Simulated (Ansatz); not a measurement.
HgTe: relaxation of cell and atoms with PBEsol

The system is HgTe.

```xyz
2
Lattice="-3.0456 3.0456 1.5594 3.0456 -3.0456 1.5594 3.0456 3.0456 -1.5594" Properties=species:S:1:pos:R:3 pbc="T T T"
Hg    0.0000    3.0456    0.7797
Te    0.0000    0.0000    0.0000
```

Measurements of this composition are mostly on another form, of space group No. 216.

```yaml
Program: Ansatz 0.2.0
Task: relaxation of cell and atoms
Functional: PBEsol
Potentials_or_basis: Ansatz PAW
Cutoff: "420 eV (not typed: the program's choice for these potentials)"
k_mesh: 10 × 10 × 10
Occupations: fermi-dirac, width 0.05 eV
Spin: no spin polarisation
```

```
Relaxed volume                         : 26.60 Å³/atom
Relaxed cell                           : a = 4.382 Å, b = 4.382 Å, c = 4.382 Å, α = 97.64°, β = 97.64°, γ = 137.23°
Space group after relaxing (to 0.05 Å) : I-4m2 (No. 119)
Energy gained by relaxing              : 54.4 meV/atom
Ionic steps                            : 6
Pressure after relaxing                : 0.0 GPa
Band gap on the k mesh                 : none (metal or under the smearing width)
```

The path:
```
step  energy change (eV)  largest force (eV/Å)  volume (Å³)
   1              0.0000                0.0000        57.86
   2             -0.0995                0.0000        52.61
   3             -0.1074                0.0000        52.60
   4             -0.1095                0.0000        53.41
   5             -0.1097                0.0000        53.21
   6             -0.1087                0.0000        53.21
```

Final structure:
```
Hg Te
1.0
    -2.88521    2.88521    1.59794
     2.88521   -2.88521    1.59794
     2.88521    2.88521   -1.59794
Hg Te
1 1
Direct
  0.75000 0.25000 0.50000
  0.00000 0.00000 0.00000
```

Levels at points of the mesh, in eV from the Fermi level:
```tsv
k point	band 16	band 17	band 18	band 19	band 20	band 21
(0.00, 0.00, 0.00)	-3.07	-2.53	-2.53	2.80	4.69	7.66
(0.00, 0.00, -0.50)	-6.46	-0.59	2.11	2.14	2.33	3.48
(0.00, -0.50, 0.00)	-4.80	-2.29	-1.59	-0.54	3.48	3.52
(-0.50, -0.50, -0.50)	-4.88	-4.88	-4.64	2.31	6.05	9.19
```

Wall time 28 s on 2 threads of AMD EPYC 7R13 Processor (Zen 3), on a shared host, peak memory 0.52 GiB.

Caveat: the plane-wave basis is chosen anew once the cell has moved, so the energies of steps on either side of that aren't comparable; the PAW data sets come from PBE, with cores solved anew for the run's functional, which leaves a small shift of forces and pressure. The run has no spin-orbit coupling, so splittings on Hg, Te are missing.
